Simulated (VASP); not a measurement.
Wanted: the native input for a VASP 6.6.1 run.

```
Task                   : single point
Functional             : LDA
Potentials or basis    : VASP PAW LDA potentials, release 64 (Pt)
Cutoff                 : 520 eV
k mesh                 : 16 × 16 × 16
Occupations            : fermi-dirac, width 0.1 eV
Spin                   : no spin polarisation
Dipole correction      : no
Further INCAR settings : ALGO = Normal; EDIFF = 1e-07; NBANDS = 11
```

The structure of Pt lies in POSCAR:

```
Pt
1.0
   -1.5718968268      1.5718968268      1.5718968268
    1.5718968268     -1.5718968268      1.5718968268
    1.5718968268      1.5718968268     -1.5718968268
Pt
1
Direct
    0.0000000000      0.0000000000      0.0000000000
```

This isn't the form of Pt at room conditions, which is fcc.

The input as run:

INCAR

```
  PREC = Accurate
  ENCUT = 520
  EDIFF = 1E-7
  ISMEAR = -1
  SIGMA = 0.1
  LREAL = F
  LASPH = T
  NELM = 80
  ALGO = Normal
  ISIF = 2
  LWAVE = F
  LCHARG = F
  GGA = CA
  NBANDS = 11
```

KPOINTS

```
Automatic mesh
0
Gamma
  16 16 16
```

Potentials or basis: VASP PAW LDA potentials, release 64 (Pt).

The run is started by

```sh
$ cat potpaw_LDA.64/Pt/POTCAR > POTCAR
$ mpirun -np 1 vasp_std > vasp.out
```

It gave:

```yaml
Pressure: -9.7 GPa
Band_gap_on_the_k_mesh: none (metal or under the smearing width)
```

Run time: 6.8 s on 1 thread of Intel(R) Xeon(R) 6975P-C (Granite Rapids) (shared host), peak memory 0.13 GiB.
